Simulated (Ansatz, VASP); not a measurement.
# Tl in VASP and in Ansatz

Contents of INCAR:

```
SYSTEM = Tl
ALGO = Normal
EDIFF = 1E-6
ENCUT = 520
GGA = PE
ISIF = 2
ISMEAR = -1
LASPH = .True.
LCHARG = .True.
LELF = .True.
LREAL = .False.
LVHAR = .True.
LWAVE = .False.
NBANDS = 12
NELM = 80
PREC = Accurate
SIGMA = 0.08
```

File KPOINTS:

```
k-points
0
Gamma
  15 15 15
  0 0 0
```

The input POSCAR:

```
Tl
1.0
   -1.9893391070      1.9893391070      1.9893391070
    1.9893391070     -1.9893391070      1.9893391070
    1.9893391070      1.9893391070     -1.9893391070
Tl
1
Direct
    0.0000000000      0.0000000000      0.0000000000
```

Input for Ansatz:

```yaml
crystal:
  lattice:
    - [-1.989339107, 1.989339107, 1.989339107]
    - [1.989339107, -1.989339107, 1.989339107]
    - [1.989339107, 1.989339107, -1.989339107]
  atoms:
    - { symbol: Tl, position: [0.0, 0.0, 0.0] }
kpoints:
  mp_grid: { grid: [15, 15, 15] }
  band_path:
    path:
      - [0.0, 0.0, 0.0]
      - [0.5, -0.5, 0.5]
      - [0.0, 0.0, 0.5]
      - [0.0, 0.0, 0.0]
      - [0.25, 0.25, 0.25]
      - [0.5, -0.5, 0.5]
      - [0.25, 0.25, 0.25]
      - [0.0, 0.0, 0.5]
    npoints: 14
scf:
  occupations: { method: fermi_dirac, width: 0.08 }
hamiltonian:
  xc: pbe
  pseudopotentials: { kind: all_electron, lapw: { basis_error: 0.001 } }
output:
  forces: true
  stress: true
  eigenvalues: true
  populations: true
  dos: { projected: true, de: 0.2, e_range: [-14, 8] }
```

This isn't the form of Tl at room conditions, which is hcp.

Alike in both runs: task single point; functional PBE; k mesh 15 × 15 × 15; occupations fermi-dirac, width 0.08 eV; no spin polarisation.

|  | VASP | Ansatz |
| --- | --- | --- |
| version | VASP 6.6.1 | Ansatz 0.2.0 |
| potentials or method | VASP PAW PBE potentials, release 64 (Tl_d) | all-electron LAPW, scalar-relativistic |
| plane-wave cutoff (eV) | 520 | see its input |

|  | VASP | Ansatz | Ansatz less VASP |
| --- | --- | --- | --- |
| pressure (GPa) | -0.1 | 0.0 | +0.06 |

Ansatz ran all-electron here, so the differences hold the error of VASP's frozen core and of both bases.

The runs have no spin-orbit coupling, so splittings on Tl are missing.
